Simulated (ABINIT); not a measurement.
# MgS (P1) in ABINIT: single point with PBEsol

Aim: the single point of MgS with PBEsol.

Program: ABINIT 10.8.3 (patched build). These are calculated values, not measurements. Logs are shortened: lines on timing, memory, paths and dates and some standing lists are left out, and cuts for length are marked. The log counts tension as positive stress, the text compression.

### 1 The cell of the first run

The typed cell holds 4 atoms: a = 4.007 Å, b = 4.007 Å, c = 5.666 Å, α = 90.00°, β = 90.00°, γ = 90.00°.

The cell comes from a database or a generator and needn't be the stable form of this composition.

### 2 Single point, PBEsol (atoms moved at random)

Contents of run.abi:

```
# Pseudopotentials
pp_dirpath "./"
pseudos "Mg.upf, S.upf"

# Structure
acell 7.5714462301 7.5714462301 10.7076419265
rprim
     0.0000000000    -0.7071067812    -0.7071067812
     0.0000000000     0.7071067812    -0.7071067812
     1.0000000000     0.0000000000     0.0000000000
ntypat 2
znucl 12 16
natom 4
typat 1 1 2 2
xcart
     2.8308252178    -0.0054395905    -2.6812081529
    -0.0079610673    -0.1869377603    -0.1190448714
     1.2901632048     1.4152029605    -1.3224466101
     4.4250615308    -1.3001216241    -1.4550366284 Angstrom
chkprim 0
chksymtnons 0
tolsym 1.0e-6

# Plane-wave basis
ecut 1142.878222 eV

# k points
kptopt 1
ngkpt 5 5 4
nshiftk 1
shiftk 0.0 0.0 0.0

# Exchange and correlation
ixc -116133

# Bands and occupations
nband 20
occopt 3
tsmear 0.00183747

# SCF cycle
nstep 100
tolvrs 1.0e-10

# Output
iomode 3
prtwf 0
prtden 0
prteig 0
prtebands 0
```

Potentials or basis: PseudoDojo NC SR PBEsol v0.4 stringent.

On the command line:

```console
$ abinit run.abi > log 2>&1
```

run.abo:

```text
.Version 10.8.3 of ABINIT
 Symmetries : space group P1 (#  1); Bravais aP (primitive triclinic)
================================================================================
 Values of the parameters that define the memory need of the present run
     intxc =       0    ionmov =       0      iscf =       7    lmnmax =       6
     lnmax =       6     mgfft =      64  mpssoang =       3    mqgrid =    3124
     natom =       4  nloc_mem =       1    nspden =       1   nspinor =       1
    nsppol =       1      nsym =       1    n1xccc =    2501    ntypat =       2
    occopt =       3   xclevel =       2
       mpw =        8009          nfft =      147456          nkpt =          51
================================================================================
================================================================================

--------------------------------------------------------------------------------
------------- Echo of variables that govern the present computation ------------
--------------------------------------------------------------------------------
 -outvars: echo values of preprocessed input variables --------
            acell      7.5714462301E+00  7.5714462301E+00  1.0707641926E+01 Bohr
              amu      2.43050000E+01  3.20660000E+01
          chkprim           0
      chksymtnons           0
             ecut      4.20000000E+01 Hartree
                       outvar_i_n : Printing only first  50 k-points.
              ixc     -116133
                       outvar_i_n : Printing only first  50 k-points.
         kptrlatt        5    0    0      0    5    0      0    0    4
          kptrlen      3.78572312E+01
            natom           4
            nband          20
            ngfft          48      48      64
             nkpt          51
            nstep         100
             nsym           1
           ntypat           2
                       prtocc : prtvol=0, do not print more k-points.
           occopt           3
           prtden           0
        prtebands           0
           prteig           0
            prtwf           0
            rprim      0.0000000000E+00 -7.0710678120E-01 -7.0710678120E-01
                       0.0000000000E+00  7.0710678120E-01 -7.0710678120E-01
                       1.0000000000E+00  0.0000000000E+00  0.0000000000E+00
          spgroup           1
           tolsym      1.00000000E-06
           tolvrs      1.00000000E-10
           tsmear      1.83747000E-03 Hartree
            typat      1  1  2  2
                       outvars : Printing only first  50 k-points.
           xangst      2.8308252178E+00 -5.4395905000E-03 -2.6812081529E+00
                      -7.9610673000E-03 -1.8693776030E-01 -1.1904487140E-01
                       1.2901632048E+00  1.4152029605E+00 -1.3224466101E+00
                       4.4250615308E+00 -1.3001216241E+00 -1.4550366284E+00
            xcart      5.3494843720E+00 -1.0279336282E-02 -5.0667490955E+00
                      -1.5044236867E-02 -3.5326116956E-01 -2.2496220364E-01
                       2.4380551148E+00  2.6743460079E+00 -2.4990619092E+00
                       8.3621543835E+00 -2.4568737999E+00 -2.7496207308E+00
             xred      4.7415000031E-01  4.7223000031E-01  4.9959500034E-01
                       5.4001000046E-02 -1.1982000012E-02 -1.4049999963E-03
                      -1.6370000004E-02  4.8315100033E-01  2.2769300015E-01
                       4.8624100033E-01  2.7340000012E-02  7.8095200053E-01
            znucl       12.00000   16.00000

================================================================================

 chkinp: Checking input parameters for consistency.

================================================================================
== DATASET  1 ==================================================================

--- !DatasetInfo
iteration_state: {dtset: 1, }
dimensions: {natom: 4, nkpt: 51, mband: 20, nsppol: 1, nspinor: 1, nspden: 1, mpw: 8009, }
cutoff_energies: {ecut:  42.0, pawecutdg:  -1.0, }
electrons: {nelect:   3.20000000E+01, charge:   0.00000000E+00, occopt:   3.00000000E+00, tsmear:   1.83747000E-03, }
meta: {optdriver: 0, ionmov: 0, optcell: 0, iscf: 7, paral_kgb: 0, }
...

 Real(R)+Recip(G) space primitive vectors, cartesian coordinates (Bohr,Bohr^-1):
 R(1)=  0.0000000 -5.3538210 -5.3538210  G(1)=  0.0000000 -0.0933912 -0.0933912
 R(2)=  0.0000000  5.3538210 -5.3538210  G(2)=  0.0000000  0.0933912 -0.0933912
 R(3)= 10.7076419  0.0000000  0.0000000  G(3)=  0.0933912  0.0000000  0.0000000
 Unit cell volume ucvol=  6.1383483E+02 bohr^3
 Angles (23,13,12)=  9.00000000E+01  9.00000000E+01  9.00000000E+01 degrees

 getcut: wavevector=  0.0000  0.0000  0.0000  ngfft=  48  48  64
         ecut(hartree)=     42.000   => boxcut(ratio)=   2.04878

--- Pseudopotential description ------------------------------------------------
- pspini: atom type   1  psp file is ./Mg.upf
12 -116133 1 -1 1510                          pspcod,pspxc,lmax,lloc,mmax
     nproj     2     2     0

- pspini: atom type   2  psp file is ./S.upf
12 -116133 2 -1 1146                          pspcod,pspxc,lmax,lloc,mmax
     nproj     2     2     2

   1.14564319E+03                                ecore*ucvol(ha*bohr**3)
--------------------------------------------------------------------------------

================================================================================

--- !BeginCycle
iteration_state: {dtset: 1, }
solver: {iscf: 7, nstep: 100, nline: 4, wfoptalg: 0, }
tolerances: {tolvrs: 1.00E-10, }
...

     iter   Etot(hartree)      deltaE(h)  residm     vres2
 ETOT  1  -140.72380205396    -1.407E+02 2.193E-01 4.328E+02
 ETOT  2  -140.82346082131    -9.966E-02 1.924E-02 3.185E+01
 ETOT  3  -140.82814196301    -4.681E-03 1.404E-02 1.699E+00
 ETOT  4  -140.82821259912    -7.064E-05 1.852E-03 8.700E-02
 ETOT  5  -140.82821556056    -2.961E-06 9.529E-04 6.331E-03
 ETOT  6  -140.82821593911    -3.786E-07 1.045E-03 4.224E-04
 ETOT  7  -140.82821595988    -2.076E-08 4.271E-04 3.264E-05
 ETOT  8  -140.82821596108    -1.203E-09 3.762E-04 3.348E-06
 ETOT  9  -140.82821596119    -1.111E-10 9.433E-05 2.897E-07
 ETOT 10  -140.82821596120    -1.145E-11 7.771E-05 4.832E-08
 ETOT 11  -140.82821596120    -2.331E-12 4.090E-05 4.663E-09
 ETOT 12  -140.82821596120     3.439E-12 3.709E-05 5.755E-10
 ETOT 13  -140.82821596120    -4.491E-12 2.940E-05 3.203E-11

 At SCF step   13       vres2   =  3.20E-11 < tolvrs=  1.00E-10 =>converged.

 Cartesian components of stress tensor (hartree/bohr^3)
  sigma(1 1)= -6.42796452E-05  sigma(3 2)= -6.68857216E-05
  sigma(2 2)= -5.10940332E-05  sigma(3 1)= -1.51802295E-04
  sigma(3 3)= -8.80940163E-05  sigma(2 1)= -9.00811181E-05

--- !ResultsGS
iteration_state: {dtset: 1, }
comment   : Summary of ground state results
lattice_vectors:
- [  0.0000000,  -5.3538210,  -5.3538210, ]
- [  0.0000000,   5.3538210,  -5.3538210, ]
- [ 10.7076419,   0.0000000,   0.0000000, ]
lattice_lengths: [   7.57145,    7.57145,   10.70764, ]
lattice_angles: [ 90.000,  90.000,  90.000, ] # degrees, (23, 13, 12)
lattice_volume:   6.1383483E+02
convergence: {deltae: -4.491E-12, res2:  3.203E-11, residm:  2.940E-05, diffor: null, }
etotal    :  -1.40828216E+02
entropy   :   0.00000000E+00
fermie    :   1.24524407E-01
cartesian_stress_tensor: # hartree/bohr^3
- [ -6.42796452E-05,  -9.00811181E-05,  -1.51802295E-04, ]
- [ -9.00811181E-05,  -5.10940332E-05,  -6.68857216E-05, ]
- [ -1.51802295E-04,  -6.68857216E-05,  -8.80940163E-05, ]
pressure_GPa:   1.9954E+00
xred      :
- [  4.7415E-01,   4.7223E-01,   4.9960E-01, Mg]
- [  5.4001E-02,  -1.1982E-02,  -1.4050E-03, Mg]
- [ -1.6370E-02,   4.8315E-01,   2.2769E-01,  S]
- [  4.8624E-01,   2.7340E-02,   7.8095E-01,  S]
cartesian_forces: # hartree/bohr
- [ -2.89690636E-03,   6.92863662E-03,  -1.07072277E-02, ]
- [  2.34721134E-02,   3.18756255E-02,   3.91960025E-02, ]
- [  2.12034957E-02,   4.27431952E-03,  -2.18296403E-03, ]
- [ -4.17787027E-02,  -4.30785816E-02,  -2.63058108E-02, ]
force_length_stats: {min:   1.30783331E-02, max:   6.55226669E-02, mean:   3.90120932E-02, }
...

 Integrated electronic density in atomic spheres:
 ------------------------------------------------
 Atom  Sphere_radius  Integrated_density
    1        2.00000          8.27574826
    2        2.00000          8.38585845
    3        2.00000          3.95201018
    4        2.00000          3.98792913
================================================================================

 ----iterations are completed or convergence reached----

 Mean square residual over all n,k,spin=   99.890E-09; max=  29.397E-06
 reduced coordinates (array xred) for    4 atoms
       0.474150000309      0.472230000307      0.499595000344
       0.054001000046     -0.011982000012     -0.001404999996
      -0.016370000004      0.483151000326      0.227693000152
       0.486241000326      0.027340000012      0.780952000534
 rms dE/dt=  2.2709E-01; max dE/dt=  4.4722E-01; dE/dt below (all hartree)
    1      -0.020471434760     -0.094521488805      0.030887394870
    2       0.380263237715      0.039089759081     -0.251462627088
    3       0.010955208121     -0.034673368826     -0.227171080346
    4      -0.371713150069      0.089696183642      0.447219748014

 cartesian coordinates (angstrom) at end:
    1      2.83082521780000    -0.00543959050000    -2.68120815290000
    2     -0.00796106730000    -0.18693776030000    -0.11904487140000
    3      1.29016320480000     1.41520296050000    -1.32244661010000
    4      4.42506153080000    -1.30012162410000    -1.45503662840000

 cartesian forces (hartree/bohr) at end:
    1     -0.00289690636093     0.00692863661700    -0.01070722766710
    2      0.02347211343785     0.03187562550089     0.03919600248158
    3      0.02120349566852     0.00427431951880    -0.00218296403152
    4     -0.04177870274544    -0.04307858163669    -0.02630581078296
 frms,max,avg= 2.5884693E-02 4.3078582E-02   1.229E-05 -1.301E-05 -3.210E-05 h/b

 cartesian forces (eV/Angstrom) at end:
    1     -0.14896491446560     0.35628481987989    -0.55058778395540
    2      1.20698460183156     1.63911056646846     2.01553948577692
    3      1.09032758574028     0.21979434686021    -0.11225252380355
    4     -2.14834727310624    -2.21518973320856    -1.35269917801796
 frms,max,avg= 1.3310445E+00 2.2151897E+00   6.322E-04 -6.690E-04 -1.651E-03 e/A
 length scales=  7.571446230100  7.571446230100 10.707641926500 bohr
              =  4.006636795828  4.006636795828  5.666240086169 angstroms
 Fermi (or HOMO) energy (hartree) =   0.12452   Average Vxc (hartree)=  -0.32080
 Eigenvalues (hartree) for nkpt=  51  k points:
 kpt#   1, nband= 20, wtk=  0.01000, kpt=  0.0000  0.0000  0.0000 (reduced coord)
  -2.66033   -2.63628   -1.44652   -1.44584   -1.44498   -1.42366   -1.42300   -1.42243
  -0.36225   -0.32627   -0.05125    0.01306    0.01529    0.04481    0.05510    0.06093
   0.16965    0.19308    0.25513    0.34139
      occupation numbers for kpt#   1
   2.00000    2.00000    2.00000    2.00000    2.00000    2.00000    2.00000    2.00000
   2.00000    2.00000    2.00000    2.00000    2.00000    2.00000    2.00000    2.00000
   0.00000    0.00000    0.00000    0.00000
 prteigrs : prtvol=0 or 1, do not print more k-points.

--- !EnergyTerms
iteration_state     : {dtset: 1, }
comment             : Components of total free energy in Hartree
kinetic             :  7.56558383566966E+01
hartree             :  5.13460603585224E+01
xc                  : -2.19719606759746E+01
Ewald energy        : -6.67962803791544E+01
psp_core            :  1.86637046612074E+00
local_psp           : -1.47731255238836E+02
non_local_psp       : -3.31969888485795E+01
internal            : -1.40828215961205E+02
'-kT*entropy'       : -1.76539105286278E-14
total_energy        : -1.40828215961205E+02
total_energy_eV     : -3.83213097885277E+03
band_energy         : -2.91120220438468E+01
...

 Cartesian components of stress tensor (hartree/bohr^3)
  sigma(1 1)= -6.42796452E-05  sigma(3 2)= -6.68857216E-05
  sigma(2 2)= -5.10940332E-05  sigma(3 1)= -1.51802295E-04
  sigma(3 3)= -8.80940163E-05  sigma(2 1)= -9.00811181E-05

-Cartesian components of stress tensor (GPa)         [Pressure=  1.9954E+00 GPa]
- sigma(1 1)= -1.89117245E+00  sigma(3 2)= -1.96784587E+00
- sigma(2 2)= -1.50323835E+00  sigma(3 1)= -4.46617770E+00
- sigma(3 3)= -2.59181544E+00  sigma(2 1)= -2.65027800E+00

== END DATASET(S) ==============================================================
================================================================================

 -outvars: echo values of variables after computation  --------
            acell      7.5714462301E+00  7.5714462301E+00  1.0707641926E+01 Bohr
           etotal     -1.4082821596E+02
            fcart     -2.8969063609E-03  6.9286366170E-03 -1.0707227667E-02
                       2.3472113438E-02  3.1875625501E-02  3.9196002482E-02
                       2.1203495669E-02  4.2743195188E-03 -2.1829640315E-03
                      -4.1778702745E-02 -4.3078581637E-02 -2.6305810783E-02
            rprim      0.0000000000E+00 -7.0710678120E-01 -7.0710678120E-01
                       0.0000000000E+00  7.0710678120E-01 -7.0710678120E-01
                       1.0000000000E+00  0.0000000000E+00  0.0000000000E+00
           strten     -6.4279645174E-05 -5.1094033163E-05 -8.8094016272E-05
                      -6.6885721569E-05 -1.5180229450E-04 -9.0081118125E-05
           xangst      2.8308252178E+00 -5.4395905000E-03 -2.6812081529E+00
                      -7.9610673000E-03 -1.8693776030E-01 -1.1904487140E-01
                       1.2901632048E+00  1.4152029605E+00 -1.3224466101E+00
                       4.4250615308E+00 -1.3001216241E+00 -1.4550366284E+00
             xred      4.7415000031E-01  4.7223000031E-01  4.9959500034E-01
                       5.4001000046E-02 -1.1982000012E-02 -1.4049999963E-03
                      -1.6370000004E-02  4.8315100033E-01  2.2769300015E-01
                       4.8624100033E-01  2.7340000012E-02  7.8095200053E-01
 Calculation completed.
```

Wall time 5 min (1 thread of Arm Neoverse V1, shared host); peak memory 0.22 GiB.

What came out:

```yaml
Free_energy: -3832.1310 eV
Pressure: 2.0 GPa
Largest_force: 3.369 eV/Å
Band_gap_on_the_k_mesh: 2.96 eV, direct
Valence_electrons_inside_the_program's_atomic_spheres: Mg 8.28, 8.39; S 3.95, 3.99
```

Forces on the atoms (eV/Å):
```
Mg  -0.149  0.356 -0.551
Mg   1.207  1.639  2.016
S    1.090  0.220 -0.112
S   -2.148 -2.215 -1.353
```

Stress tensor (GPa, compression positive):
```
1.89 2.65 4.47
2.65 1.50 1.97
4.47 1.97 2.59
```

Levels at points of the mesh, in eV from the valence-band top:
| k point | band 13 | band 14 | band 15 | band 16 | band 17 | band 18 | band 19 | band 20 |
| --- | --- | --- | --- | --- | --- | --- | --- | --- |
| (0.00, 0.00, 0.00) | -1.24 | -0.44 | -0.16 | 0.00 | 2.96 | 3.60 | 5.28 | 7.63 |
| (0.00, 0.00, 0.50) | -0.99 | -0.95 | -0.56 | -0.50 | 4.66 | 4.89 | 5.99 | 6.16 |
